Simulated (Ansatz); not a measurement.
# Mg and the effect of the functional

The cell as given:

```
Mg
1.0
     0.00000    3.48350    3.48350
     3.48350    0.00000    3.48350
     3.48350    3.48350    0.00000
Mg
3
Direct
  0.00000 0.00000 0.00000
  0.25000 0.25000 0.25000
  0.75000 0.75000 0.75000
```

This isn't the form of Mg at room conditions, which is hcp.

Kept alike: task relaxation of cell and atoms; k mesh 7 × 7 × 7; occupations fermi-dirac, width 0.05 eV; no spin polarisation. Program: Ansatz, Ansatz PAW, cutoff 420 eV. The mesh is that of the run's cell of 3 atoms. No spin-orbit coupling.

| run | volume (Å³/atom) |
| --- | --- |
| A | 26.463 |
| B | 29.409 |
| C | 27.508 |

The relaxations keep at least the cell's symmetry (Fm-3m). For a metal such a mesh leaves the last digits unconverged. Relaxations stop with a little pressure left, so the last digits of a volume or edge aren't settled. All rows use potentials made for PBE.

**Question.** The runs differ in the functional alone: BLYP; LDA; PBEsol. Which run is which?

**Answer.** Run A is LDA; run B is BLYP; run C is PBEsol. The volume runs from 26.463 (LDA) to 29.409 Å³/atom (BLYP).
